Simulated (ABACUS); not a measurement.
# Ta (Im-3m) in ABACUS: a series of runs

One crystal, Ta, is run at these levels: LDA; tasks: band structure, equation of state.

Everything below comes from runs of ABACUS 3.10.1. Logs are shortened: lines on timing, memory, paths and dates and some standing lists are left out, and cuts for length are marked.

**What was measured.**

From “Pressure effects on the electronic structure and superconductivity of (TaNb)0.67(HfZrTi)0.33 high entropy alloy”, 2019, arxiv:1910.08312, for a bulk crystal of Ta: bulk modulus 194 GPa.

How close the calculation comes is told below.

## (1) The structure

The structure is cubic, space group Im-3m (No. 229). Conventional cell: a = 3.303 Å, b = 3.303 Å, c = 3.303 Å, α = 90.00°, β = 90.00°, γ = 90.00°. Around Ta (site symmetry m-3m) lie 8 Ta at 2.86 Å.

## (2) Band structure, LDA

The input, INPUT:

```
INPUT_PARAMETERS
suffix              Ta
calculation         nscf
basis_type          pw
pseudo_dir          ./
symmetry            -1
dft_functional      pz
ecutwfc             132.0
pseudo_rcut         10
nspin               1
nbands              24
ks_solver           dav
smearing_method     fd
smearing_sigma      0.00367493
scf_thr             1e-08
scf_nmax            100
mixing_type         broyden
mixing_beta         0.7
init_chg            file
pw_diag_thr         1e-07
out_band            1
kpar                4
```

The input, STRU:

```
ATOMIC_SPECIES
Ta 180.9479 Ta.upf

LATTICE_CONSTANT
5.4048073095

LATTICE_VECTORS
-0.5773502692 0.5773502692 0.5773502692
0.5773502692 -0.5773502692 0.5773502692
0.5773502692 0.5773502692 -0.5773502692

ATOMIC_POSITIONS
Cartesian

Ta
0.0
1
0.0000000000 0.0000000000 0.0000000000 1 1 1
```

The input, KPT:

```
K_POINTS
8
Line
0.00000000 0.00000000 0.00000000 10 // G
0.50000000 -0.50000000 0.50000000 10 // H
0.00000000 0.00000000 0.50000000 10 // N
0.00000000 0.00000000 0.00000000 10 // G
0.25000000 0.25000000 0.25000000 10 // P
0.50000000 -0.50000000 0.50000000 1 // H
0.25000000 0.25000000 0.25000000 10 // P
0.00000000 0.00000000 0.50000000 1 // N
```

Potentials or basis: PseudoDojo NC SR 0.4.1 LDA stringent, plane waves.

The run is started by

```bash
> OMP_NUM_THREADS=1 mpirun -np 4 abacus > log
```

running log:

```text
ABACUS v3.10.1

               Atomic-orbital Based Ab-initio Computation at UStc

 ------------------------------------------------------------------------------------

 READING GENERAL INFORMATION
                           global_out_dir = OUT.Ta/
                           global_in_card = INPUT
                               pseudo_dir = ./
                              orbital_dir =
                                    DSIZE = 4
                                    GSIZE = 1

 READING UNITCELL INFORMATION
                                    ntype = 1
                  lattice constant (Bohr) = 5.40481
              lattice constant (Angstrom) = 2.8601

 READING ATOM TYPE 1
                               atom label = Ta
                      L=0, number of zeta = 1
                      L=1, number of zeta = 1
                      L=2, number of zeta = 1
             number of atom for this type = 1

                        TOTAL ATOM NUMBER = 1
CARTESIAN COORDINATES ( UNIT =       5.404807309500 Bohr ).
    atom                   x                   y                   z     mag                  vx                  vy                  vz
tauc_Ta1            0.0000000000        0.0000000000        0.0000000000  0.0000        0.0000000000        0.0000000000        0.0000000000

                          Volume (Bohr^3) = 121.54
                             Volume (A^3) = 18.0103

 Lattice vectors: (Cartesian coordinate: in unit of a_0)
             -0.57735            +0.57735            +0.57735
             +0.57735            -0.57735            +0.57735
             +0.57735            +0.57735            -0.57735
 Reciprocal vectors: (Cartesian coordinate: in unit of 2 pi/a_0)
                   +0           +0.866025           +0.866025
            +0.866025                  +0           +0.866025
            +0.866025           +0.866025                  +0
 The esolver type has been set to : ksdft_pw

                PAO radial cut off (Bohr) = 10

 Read in pseudopotential file is Ta.upf
                     pseudopotential type = NC
          exchange-correlation functional = SLAPWNOGXNOGC
                 nonlocal core correction = 1
                        valence electrons = 27
                                     lmax = 3
                           number of zeta = 5
                     number of projectors = 8
                           L of projector = 0
                           L of projector = 0
                           L of projector = 1
                           L of projector = 1
                           L of projector = 2
                           L of projector = 2
                           L of projector = 3
                           L of projector = 3
 XC functional updated to : pz
          exchange-correlation functional = PZ
     initial pseudo atomic orbital number = 17

 SETUP THE ELECTRONS NUMBER
            electron number of element Ta = 27
      total electron number of element Ta = 27
            AUTOSET number of electrons:  = 27
                           occupied bands = 14
                                   NBANDS = 24
                                   NLOCAL = 9

%%%%%%%%%%%%%%%%%%%%%%%%%%%%%%%%%%%%%%%%%%%%%%%%%%%%%%%%%%%%%%%%%%%%%%%%%%%%%%%%%%%%%%%%%%%%%%%%%%%%%%%%%%
 Warning: the number of valence electrons in pseudopotential > 5 for Ta: [Xe] 4f14 5d3 6s2
 Pseudopotentials with additional electrons can yield (more) accurate outcomes, but may be less efficient.
 If you're confident that your chosen pseudopotential is appropriate, you can safely ignore this warning.
[... 74 lines left out ...]

 SETUP PLANE WAVES FOR WAVE FUNCTIONS
     energy cutoff for wavefunc (unit:Ry) = 132
              fft grid for wave functions = [ 40, 40, 40 ]
                    number of plane waves = 4093
                         number of sticks = 345

 PARALLEL PW FOR WAVE FUNCTIONS
     PROC   COLUMNS(POT)             PW
        1            345           4093
 --------------- sum -------------------
        1            345           4093

 SETUP NONLOCAL PSEUDOPOTENTIALS IN PLANE WAVE BASIS
 Ta non-local projectors:
 projector 1 L=0
 projector 2 L=0
 projector 3 L=1
 projector 4 L=1
 projector 5 L=2
 projector 6 L=2
 projector 7 L=3
 projector 8 L=3
      TOTAL NUMBER OF NONLOCAL PROJECTORS = 32

 Init Non-Local PseudoPotential table :
 Init Non-Local-Pseudopotential done.

                                     npwx = 3156

 Make real space PAO into reciprocal space.
       max mesh points in Pseudopotential = 1001
     dq(describe PAO in reciprocal space) = 0.01
                                    max q = 1383

 number of pseudo atomic orbitals for Ta is 5
WARNING: norm of atomic wavefunction # 4 of atomic type Ta is 0.99995, renormalized
WARNING: norm of atomic wavefunction # 5 of atomic type Ta is 0.999888, renormalized

 -------------------------------------------
 NONSELF-CONSISTENT
 -------------------------------------------
                                 init_chg = file
 try to read charge from file
 Read in the charge density: OUT.Ta//Ta-CHARGE-DENSITY.restart

 PW ALGORITHM --------------- ION=   1  ELEC=   1--------------------------------
 k(1/62) Iter steps (avg)=11 threshold=1e-07
 k(2/62) Iter steps (avg)=11 threshold=1e-07
 k(3/62) Iter steps (avg)=10 threshold=1e-07
 k(4/62) Iter steps (avg)=10 threshold=1e-07
 k(5/62) Iter steps (avg)=14 threshold=1e-07
 k(6/62) Iter steps (avg)=13 threshold=1e-07
 k(7/62) Iter steps (avg)=11 threshold=1e-07
 k(8/62) Iter steps (avg)=10 threshold=1e-07
 k(9/62) Iter steps (avg)=11 threshold=1e-07
 k(10/62) Iter steps (avg)=13 threshold=1e-07
 k(11/62) Iter steps (avg)=12 threshold=1e-07
 k(12/62) Iter steps (avg)=16 threshold=1e-07
 k(13/62) Iter steps (avg)=14 threshold=1e-07
 k(14/62) Iter steps (avg)=12 threshold=1e-07
 k(15/62) Iter steps (avg)=12 threshold=1e-07
 k(16/62) Iter steps (avg)=12 threshold=1e-07
[... levels at 16 k points of this process ...]

 Density error is 0.00000000000
                          Error Threshold = 1.00000000000e-07
----------------------------------------------------------
     Energy           Rydberg                 eV
----------------------------------------------------------
 E_KohnSham     -648.5952456281      -8824.5910362522
 E_KS(sigma->0) -648.5944742906      -8824.5805416672
 E_Harris       -648.5952456281      -8824.5910362522
 E_band         1.1361955081         15.4587329521
 E_one_elec     -312.3129643660      -4249.2358746487
 E_Hartree      192.8376764654       2623.6911890099
 E_xc           -104.0215909467      -1415.2863519010
 E_Ewald        -425.0968241058      -5783.7390095423
 E_entropy(-TS) -0.0015426750        -0.0209891700
 E_descf        0.0000000000         0.0000000000
 E_exx          0.0000000000         0.0000000000
 E_Fermi        1.7478521835         23.7807489577
----------------------------------------------------------

 charge density convergence is achieved
 final etot is -8824.5910363 eV
 EFERMI = 23.780748958 eV

 STATE ENERGY(eV) AND OCCUPATIONS    NSPIN == 1
 1/16 kpoint (Cartesian) = 0.0000 0.0000 0.0000 (3103 pws)
       1       -44.0410      0.0322581
       2       -9.91795      0.0322581
       3       -9.91795      0.0322581
       4       -9.91795      0.0322581
       5        4.34954      0.0322581
       6        4.34954      0.0322581
[... 146 lines left out ...]
      23        47.3804        0.00000
      24        52.8373        0.00000

[... levels at 10 further k points ...]

 --------------------------------------------
 !FINAL_ETOT_IS -8824.591036252183 eV
 --------------------------------------------

 Output bands in file: OUT.Ta/BANDS_1.dat
```

Wall time 8.3 s (4 MPI ranks of Intel Xeon Platinum 8259CL at 2.50GHz (Skylake/Cascade Lake), shared host); peak memory 0.4 GiB.

Levels at the corners of the path, in eV from the Fermi level:
| point | band 11 | band 12 | band 13 | band 14 | band 15 | band 16 |
| --- | --- | --- | --- | --- | --- | --- |
| Γ | -18.74 | -7.95 | 0.62 | 0.62 | 0.62 | 3.87 |
| H | -18.78 | -3.87 | -3.87 | 6.73 | 6.73 | 6.73 |
| N | -18.77 | -4.44 | -1.63 | 1.63 | 3.74 | 4.77 |
| Γ | -18.74 | -7.95 | 0.62 | 0.62 | 0.62 | 3.87 |
| P | -18.80 | -1.27 | -1.27 | -1.27 | 4.94 | 4.94 |
| H | -18.78 | -3.87 | -3.87 | 6.73 | 6.73 | 6.73 |
| P | -18.80 | -1.27 | -1.27 | -1.27 | 4.94 | 4.94 |
| N | -18.77 | -4.44 | -1.63 | 1.63 | 3.74 | 4.77 |

Caveat: the density is read from an earlier self-consistent run, whose mesh may be coarse; spin-orbit coupling is left out, which moves the levels of the heavy elements.

## (3) Equation of state, LDA, 16.93 Å³/atom (volume scaled by 0.94)

The input, run_abacus.py:

```python
"""ABACUS run from a structure file: ASE reads it, the script writes STRU, KPT and INPUT."""
import re
import subprocess
from ase.io import read
from ase.units import Bohr

atoms = read("POSCAR")
atoms = atoms[(-atoms.numbers).argsort(kind="stable")]  # ABACUS lists atoms element by element
pseudo = {'Ta': 'Ta.upf'}
orbital = {}
magmoms = None
kmesh = [9, 9, 9]
params = {
    'suffix': 'Ta',
    'calculation': 'scf',
    'basis_type': 'pw',
    'pseudo_dir': './',
    'symmetry': 1,
    'dft_functional': 'pz',
    'ecutwfc': 132,
    'pseudo_rcut': 10,
    'nspin': 1,
    'nbands': 18,
    'ks_solver': 'dav',
    'smearing_method': 'fd',
    'smearing_sigma': 0.00367493,
    'scf_thr': 1e-08,
    'scf_nmax': 100,
    'mixing_type': 'broyden',
    'mixing_beta': 0.7,
    'cal_force': 1,
    'cal_stress': 1,
    'kpar': 4,
}

symbols = atoms.get_chemical_symbols()
elements = list(dict.fromkeys(symbols))
lines = ["ATOMIC_SPECIES"] + [f"{e} {atoms.get_masses()[symbols.index(e)]:.4f} {pseudo[e]}" for e in elements]
if orbital:
    lines += ["", "NUMERICAL_ORBITAL"] + [orbital[e] for e in elements]
lines += ["", "LATTICE_CONSTANT", f"{1 / Bohr:.10f}", "", "LATTICE_VECTORS"]
lines += [" ".join(f"{x:.10f}" for x in v) for v in atoms.cell]
lines += ["", "ATOMIC_POSITIONS", "Direct"]
for e in elements:
    lines += ["", e, "0.0", str(symbols.count(e))]
    for i, p in enumerate(atoms.get_scaled_positions(wrap=False)):
        if symbols[i] == e:
            mag = "" if magmoms is None else " mag " + " ".join(str(x) for x in (magmoms[i] if isinstance(magmoms[i], list) else [magmoms[i]]))
            lines.append(" ".join(f"{x:.10f}" for x in p) + " 1 1 1" + mag)
open("STRU", "w").write("\n".join(lines) + "\n")
open("KPT", "w").write("K_POINTS\n0\nGamma\n%d %d %d 0 0 0\n" % tuple(kmesh))
open("INPUT", "w").write("INPUT_PARAMETERS\n" + "".join(f"{k:<20s}{v}\n" for k, v in params.items()))

done = subprocess.run(['mpirun', '-np', '4', 'abacus'])
if done.returncode:
    raise SystemExit(done.returncode)
log = open("OUT.Ta/running_scf.log").read()
print("final energy (eV):", re.findall(r"FINAL_ETOT_IS (\S+)", log))
```

The input, POSCAR:

```
Ta
1.0
   -1.6175709496      1.6175709496      1.6175709496
    1.6175709496     -1.6175709496      1.6175709496
    1.6175709496      1.6175709496     -1.6175709496
Ta
1
Direct
    0.0000000000      0.0000000000      0.0000000000
```

Potentials or basis: PseudoDojo NC SR 0.4.1 LDA stringent, plane waves.

The run is started by

```bash
> OMP_NUM_THREADS=1 python run_abacus.py > log
```

running log:

```text
ABACUS v3.10.1

               Atomic-orbital Based Ab-initio Computation at UStc

 ------------------------------------------------------------------------------------

 READING GENERAL INFORMATION
                           global_out_dir = OUT.Ta/
                           global_in_card = INPUT
                               pseudo_dir = ./
                              orbital_dir =
                                    DSIZE = 4
                                    GSIZE = 1

 READING UNITCELL INFORMATION
                                    ntype = 1
                  lattice constant (Bohr) = 1.88973
              lattice constant (Angstrom) = 1

 READING ATOM TYPE 1
                               atom label = Ta
                      L=0, number of zeta = 1
                      L=1, number of zeta = 1
                      L=2, number of zeta = 1
             number of atom for this type = 1

                        TOTAL ATOM NUMBER = 1
DIRECT COORDINATES
    atom                   x                   y                   z     mag                  vx                  vy                  vz
taud_Ta1            0.0000000000        0.0000000000        0.0000000000  0.0000        0.0000000000        0.0000000000        0.0000000000

                          Volume (Bohr^3) = 114.247
                             Volume (A^3) = 16.9297
[... 279 lines left out ...]
----------------------------------------------------------
 E_KohnSham     -648.5482649625      -8823.9518315043
 E_KS(sigma->0) -648.5478443089      -8823.9461082179
 E_Harris       -648.5482043696      -8823.9510070955
 E_band         4.6966819700         63.9016364865
 E_one_elec     -298.0067828900      -4054.5902899533
 E_Hartree      187.5200633986       2551.3413515421
 E_xc           -104.1051589951      -1416.4233535300
 E_Ewald        -433.9555451687      -5904.2680929902
 E_entropy(-TS) -0.0008413073        -0.0114465729
 E_descf        0.0000000000         0.0000000000
 E_exx          0.0000000000         0.0000000000
 E_Fermi        1.8254075743         24.8359441830
----------------------------------------------------------

 charge density convergence is achieved
 final etot is -8823.9518315 eV
 EFERMI = 24.835944183 eV

 STATE ENERGY(eV) AND OCCUPATIONS    NSPIN == 1
 1/9 kpoint (Cartesian) = 0.0000 0.0000 0.0000 (2899 pws)
       1       -42.2532     0.00274348
       2       -8.03469     0.00274348
       3       -8.03469     0.00274348
       4       -8.03469     0.00274348
       5        6.18716     0.00274348
       6        6.18716     0.00274348
[... 98 lines left out ...]
       5        6.19545      0.0658436
       6        6.20401      0.0658436
[... 10 lines left out ...]
      17        29.2258    4.87884e-40
      18        40.9992        0.00000

[... levels at 3 further k points ...]

------------------------------------------------------------------------------------------
 TOTAL-FORCE (eV/Angstrom)
------------------------------------------------------------------------------------------
                       Ta1         0.0000000000         0.0000000000         0.0000000000
------------------------------------------------------------------------------------------

----------------------------------------------------------------
 TOTAL-STRESS (KBAR)
----------------------------------------------------------------
        21.7436776012         0.0000000000         0.0000000000
         0.0000000000        21.7436776012        -0.0000000000
        -0.0000000000        -0.0000000000        21.7436776012
----------------------------------------------------------------
 TOTAL-PRESSURE: 21.743678 KBAR

 --------------------------------------------
 !FINAL_ETOT_IS -8823.9518315043042094 eV
 --------------------------------------------
```

INPUT:

```text
INPUT_PARAMETERS
suffix              Ta
calculation         scf
basis_type          pw
pseudo_dir          ./
symmetry            1
dft_functional      pz
ecutwfc             132
pseudo_rcut         10
nspin               1
nbands              18
ks_solver           dav
smearing_method     fd
smearing_sigma      0.00367493
scf_thr             1e-08
scf_nmax            100
mixing_type         broyden
mixing_beta         0.7
cal_force           1
cal_stress          1
kpar                4
```

STRU:

```text
ATOMIC_SPECIES
Ta 180.9479 Ta.upf

LATTICE_CONSTANT
1.8897261258

LATTICE_VECTORS
-1.6175709496 1.6175709496 1.6175709496
1.6175709496 -1.6175709496 1.6175709496
1.6175709496 1.6175709496 -1.6175709496

ATOMIC_POSITIONS
Direct

Ta
0.0
1
-0.0000000000 0.0000000000 0.0000000000 1 1 1
```

It took 12 s on 4 MPI ranks of Intel Xeon Platinum 8259CL at 2.50GHz (Skylake/Cascade Lake), shared host; peak memory 0.36 GiB.

Results:

- Free energy: -8823.9518 eV
- Pressure: 2.2 GPa
- Band gap on the k mesh: none (metal or under the smearing width)

## (4) Equation of state, LDA, 17.65 Å³/atom (volume scaled by 0.98)

run_abacus.py is that of step 3.

The input, POSCAR:

```
Ta
1.0
   -1.6401972500      1.6401972500      1.6401972500
    1.6401972500     -1.6401972500      1.6401972500
    1.6401972500      1.6401972500     -1.6401972500
Ta
1
Direct
    0.0000000000      0.0000000000      0.0000000000
```

The run is started by

```bash
> OMP_NUM_THREADS=1 python run_abacus.py > log
```

Wall time 13 s (4 MPI ranks of Intel Xeon Platinum 8259CL at 2.50GHz (Skylake/Cascade Lake), shared host); peak memory 0.36 GiB.

The run converged. Its results:

```
Free energy            : -8823.9420 eV
Pressure               : -6.4 GPa
Band gap on the k mesh : none (metal or under the smearing width)
```

## (5) Equation of state, LDA, 18.37 Å³/atom (volume scaled by 1.02)

run_abacus.py is that of step 4.

The input, POSCAR:

```
Ta
1.0
   -1.6622159478      1.6622159478      1.6622159478
    1.6622159478     -1.6622159478      1.6622159478
    1.6622159478      1.6622159478     -1.6622159478
Ta
1
Direct
    0.0000000000      0.0000000000      0.0000000000
```

The run is started by

```bash
> OMP_NUM_THREADS=1 python run_abacus.py > log
```

Wall time 12 s (4 MPI ranks of Intel Xeon Platinum 8259CL at 2.50GHz (Skylake/Cascade Lake), shared host); peak memory 0.36 GiB.

It converged, with:

```
Free energy            : -8823.8984 eV
Pressure               : -13.0 GPa
Band gap on the k mesh : none (metal or under the smearing width)
```

## (6) Equation of state, LDA, 19.09 Å³/atom (volume scaled by 1.06)

run_abacus.py is that of step 5.

The input, POSCAR:

```
Ta
1.0
   -1.6836662614      1.6836662614      1.6836662614
    1.6836662614     -1.6836662614      1.6836662614
    1.6836662614      1.6836662614     -1.6836662614
Ta
1
Direct
    0.0000000000      0.0000000000      0.0000000000
```

Potentials or basis: PseudoDojo NC SR 0.4.1 LDA stringent, plane waves.

The run is started by

```bash
> OMP_NUM_THREADS=1 python run_abacus.py > log
```

It took 12 s on 4 MPI ranks of Intel Xeon Platinum 8259CL at 2.50GHz (Skylake/Cascade Lake), shared host; peak memory 0.36 GiB.

The run converged. Its results:

```yaml
Free_energy: -8823.8278 eV
Pressure: -18.5 GPa
Band_gap_on_the_k_mesh: none (metal or under the smearing width)
```

## (7) Equation of state, LDA

This step only gathers the single runs of the series.

What came out:

* Equilibrium volume: 17.10 Å³/atom
* Bulk modulus: 210 GPa
* Pressure derivative of the bulk modulus: 4.3 (rough: it moves with the points fitted)

Energy against volume, from the lowest point:
```tsv
volume (Å³/atom)	energy (meV/atom)
16.930	0.00
17.650	9.83
18.371	53.41
19.091	124.07
```

The run has no spin-orbit coupling, so splittings on Ta are missing. LDA usually gives volumes a few per cent too small.

## (8) How close it comes

Step 7. Against the measured bulk modulus of Ta, 194 GPa (quoted in “Pressure effects on the electronic structure and superconductivity of (TaNb)0.67(HfZrTi)0.33 high entropy alloy”, 2019, arxiv:1910.08312), the calculated 210 GPa is off by +8.2 %. The fit is for a static lattice scaled at fixed shape and fixed fractional positions.
